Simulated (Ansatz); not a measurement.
The system is ZnS.

```
Zn S
1.0
     1.90307    1.09874    9.35195
    -1.90307    1.09874    9.35195
     0.00000   -2.19748    9.35195
Zn S
3 3
Direct
  0.44461 0.44461 0.44461
  0.22227 0.22227 0.22227
  0.99997 0.99997 0.99997
  0.30536 0.30536 0.30536
  0.52784 0.52784 0.52784
  0.08327 0.08327 0.08327
```

Measurements of this composition are mostly on another form, of space group No. 216.

| Quantity | Value |
| --- | --- |
| Program | Ansatz 0.2.0 |
| Task | single point |
| Functional | PBE |
| Potentials or basis | Ansatz PAW |
| Cutoff | 420 eV (not typed: the program's choice for these potentials) |
| k mesh | 8 × 8 × 8 |
| Occupations | fermi-dirac, width 0.05 eV |
| Spin | no spin polarisation |

On this cell: pressure 2.3 GPa; largest force 0.010 eV/Å; band gap on the k mesh 2.19 eV, direct.

The same run follows on a disturbed copy (atoms moved at random, drawn with an rms of 0.05 Å):

```xyz
6
Lattice="1.9031 1.0987 9.3519 -1.9031 1.0987 9.3519 0.0000 -2.1975 9.3519" Properties=species:S:1:pos:R:3 pbc="T T T"
Zn   -0.0238    0.0028   12.5314
Zn    0.0028    0.0012    6.2625
Zn   -0.0274    0.0292   28.0538
S    -0.0099    0.0221    8.6199
S    -0.0019    0.0490   14.7779
S    -0.0099   -0.0277    2.3320
```

**Question.** What changes?

**Answer.** The energy moves by +9.8 meV/atom; pressure 2.5 GPa; largest force 0.858 eV/Å; band gap on the k mesh 2.12 eV, direct.

Forces on the atoms (eV/Å):
```
Zn   0.077 -0.145 -0.756
Zn  -0.028  0.229  0.018
Zn   0.114 -0.054  0.240
S   -0.105  0.031 -0.505
S    0.022 -0.261  0.817
S   -0.078  0.199  0.185
```

Stress tensor (GPa, compression positive):
```
2.62 0.03 0.15
0.03 1.52 0.06
0.15 0.06 3.23
```

A k mesh can miss the band edges.
